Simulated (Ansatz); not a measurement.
# MnO2 under changes of volume

One of the cells (10.839 Å³/atom); the others are scaled copies at fixed shape and fractional positions:

```
CELL_PARAMETERS angstrom
2.85658 0.00000 0.00000
-1.42829 2.47387 0.00000
0.00000 0.00000 4.60137
ATOMIC_POSITIONS crystal
Mn 0.00000 0.00000 0.50000
O 0.33333 0.66667 0.70629
O 0.66667 0.33333 0.29371
```

Measurements of this composition are mostly on another form, of space group No. 136.

```yaml
Program: Ansatz 0.2.0
Functional: r2SCAN
Potentials_or_basis: Ansatz PAW
Cutoff: "500 eV (not typed: the program's choice for these potentials)"
k_mesh: 11 × 11 × 6
Occupations: fermi-dirac, width 0.05 eV
Spin: collinear spin, ferromagnetic start
Starting_moments: "[4.0, 0.0, 0.0] μB"
```

| volume (Å³/atom) | energy over the lowest point (meV/atom) | pressure (GPa) | gap on the mesh (eV) | largest force (eV/Å) |
| --- | --- | --- | --- | --- |
| 10.189 | 25.04 | 13.9 | 1.69 | 0.915 |
| 10.405 | 10.00 | 8.5 | 1.77 | 0.555 |
| 10.622 | 1.90 | 3.6 | 1.85 | 0.224 |
| 10.839 | 0.00 | -0.7 | 1.93 | 0.080 |
| 11.056 | 3.64 | -4.6 | 1.99 | 0.360 |
| 11.273 | ? | ? | ? | ? |
| 11.489 | 25.18 | -11.1 | 1.98 | 0.852 |

What does the run at 11.273 Å³/atom give?

Energy over the lowest point 12.21 meV/atom; pressure -8.0 GPa; gap on the mesh 2.03 eV; largest force 0.616 eV/Å.

Worked out: A Birch-Murnaghan fit of order 3 (a polynomial in V^(-2/3)) to the other rows has its minimum at 10.80 Å³/atom with B0 = V·E''(V) = 208 GPa and B' = 4.7 at fixed shape and positions, which overstates the stiffness. It gives 12.24 meV/atom at 11.273 Å³/atom, against the run's 12.21, and -dE/dV = -8.0 GPa, against -8.0. A parabola through the other rows of the gap, of slope 0.552 eV per unit of ln V there, gives 1.99 eV, against the run's 2.03.

Energies are extrapolated to zero smearing.

Caveats: the magnetic or orbital state may not be the lowest; odd divisions of the mesh miss points on the zone boundary, where band edges often lie, so the gap on the mesh can be too wide; a cell with one magnetic atom can't hold antiferromagnetic order, which such compounds often take; the PAW data sets come from PBE, with cores solved anew for the run's functional, which leaves a small shift of forces and pressure.

A mesh can miss the band edges.
